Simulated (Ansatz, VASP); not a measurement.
One calculation of Si3N2, two programs

File INCAR:

```
SYSTEM = Si3N2
PREC = Accurate
ENCUT = 520
EDIFF = 1E-6
ISMEAR = 0
SIGMA = 0.1
LREAL = .FALSE.
LASPH = .TRUE.
NELM = 80
ALGO = Normal
ISIF = 2
LWAVE = .FALSE.
LCHARG = .FALSE.
GGA = PE
NBANDS = 19
```

File KPOINTS:

```
regular mesh
0
G
  6 6 4
  0 0 0
```

Contents of POSCAR:

```
Si3N2
1.0
    3.8107944300      0.0000000000      0.0000000000
   -1.9053972100      3.3002447800      0.0000000000
    0.0000000000      0.0000000000      5.2305439400
Si N
3 2
Direct
    0.5993157300      0.0000000000      0.0000000000
    0.0000000000      0.5993157300      0.0000000000
    0.4006842700      0.4006842700      0.0000000000
    0.0000000000      0.0000000000      0.0000000000
    0.0000000000      0.0000000000      0.5000000000
```

Input for Ansatz:

```yaml
crystal:
  lattice:
    - [3.81079443, 0.0, 0.0]
    - [-1.90539721, 3.30024478, 0.0]
    - [0.0, 0.0, 5.23054394]
  atoms:
    - { symbol: Si, position: [0.59931573, 0.0, 0.0] }
    - { symbol: Si, position: [0.0, 0.59931573, 0.0] }
    - { symbol: Si, position: [0.40068427, 0.40068427, 0.0] }
    - { symbol: "N", position: [0.0, 0.0, 0.0] }
    - { symbol: "N", position: [0.0, 0.0, 0.5] }
basis:
  ecutwfc: 420
kpoints:
  mp_grid: { grid: [6, 6, 4] }
hamiltonian:
  xc: pbe
scf:
  occupations: { method: gaussian, width: 0.1 }
  lower_state_search: "off"
output:
  forces: true
  stress: true
  eigenvalues: true
```

Alike in both runs: task single point; functional PBE; k mesh 6 × 6 × 4; occupations gaussian, width 0.1 eV; no spin polarisation.

|  | VASP | Ansatz |
| --- | --- | --- |
| version | VASP 6.6.1 | Ansatz 0.2.0 |
| potentials or method | VASP PAW PBE potentials, release 64 (Si, N) | scalar-relativistic, plane waves, PAW |
| plane-wave cutoff (eV) | 520 | 420 |
| valence electrons in the cell | 22 | 22 |

```tsv
	VASP	Ansatz	Ansatz less VASP
gap on the k mesh at the Fermi level (eV)	none	none	-
rms of the force components (eV/Å)	0.376	0.364	-0.0115
```

Atom by atom the forces differ by 0.011 eV/Å (rms over components). A gap of «none» marks a metal or a gap that the smearing closes.
